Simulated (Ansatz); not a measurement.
## Relaxing SnO2

The calculation used Ansatz, DFT r2SCAN, scalar-relativistic, plane waves, PAW. (500 eV cutoff, 6×6×8 k-mesh, Gaussian smearing of 0.02 eV, no spin polarisation)

What was changed: biaxial strain in the a-b plane, c and atoms relaxed: -3.0 %.

Command:

```bash
ansatz run input.yaml --threads 1 --pin off --max-ram 2560MiB --backend cpu --events-out ev --progress --plain --runs-dir out
```

Input:

```yaml
crystal:
  lattice:
    - [4.6164245483, 0.0, 0.0]
    - [0.0, 4.6164245483, 0.0]
    - [0.0, 0.0, 3.2588928231]
  atoms:
    - { symbol: Sn, position: [0.5, 0.5, 0.5] }
    - { symbol: Sn, position: [0.0, 0.0, 0.0] }
    - { symbol: O, position: [0.1938535094, 0.8061464906, 0.5] }
    - { symbol: O, position: [0.8061464906, 0.1938535094, 0.5] }
    - { symbol: O, position: [0.3061464906, 0.3061464906, 0.0] }
    - { symbol: O, position: [0.6938535094, 0.6938535094, 0.0] }
basis:
  ecutwfc: 500
kpoints:
  mp_grid: { grid: [6, 6, 8] }
hamiltonian:
  xc: r2scan
scf:
  occupations: { method: gaussian, width: 0.02 }
output:
  forces: true
  stress: true
  eigenvalues: true
relax:
  adjacent_minimum: "off"
  f_tol: 0.008
  max_steps: 40
  cell: { stress_tol: 0.015, fix: [a, b, gamma] }
```

F is the free energy. Steps run on the plane waves of an earlier cell, but the last one, and at times one on the way, on a freshly chosen basis, so a repeated geometry can differ a little in energy. The held parts of the cell keep their stress, so P needn't end at zero.

Steps:

```csv
step,F − F(1) (eV),largest force component (eV/Å),V (Å³/atom),P (GPa)
1,0.0000,0.050,11.575,8.56
2,-0.0027,0.029,11.643,6.96
3,-0.0029,0.008,11.635,7.15
4,-0.0029,0.000,11.637,7.10
5,-0.0031,0.000,11.637,7.10
```

Relaxed structure:

```xyz
6
Lattice="4.6164 0.0000 0.0000 0.0000 4.6164 0.0000 0.0000 0.0000 3.2762" Properties=species:S:1:pos:R:3 pbc="T T T"
Sn    2.3082    2.3082    1.6381
Sn    0.0000    0.0000    0.0000
O     0.8922    3.7242    1.6381
O     3.7242    0.8922    1.6381
O     1.4160    1.4160    0.0000
O     3.2004    3.2004    0.0000
```

Symmetry: P4_2/mnm, No. 136, tetragonal system. Conventional cell: a = 4.616 Å, b = 4.616 Å, c = 3.276 Å, α = 90.00°, β = 90.00°, γ = 90.00°. Sn (site symmetry mmm) is surrounded by 6 O at 2.00 to 2.07 Å. O (site symmetry m2m) is surrounded by 3 Sn at 2.00 to 2.07 Å.

The run converged. Time: 2 min on 1 thread of Intel(R) Xeon(R) Processor @ 2.50GHz (Skylake/Cascade Lake), on a shared host, peak memory 0.58 GiB.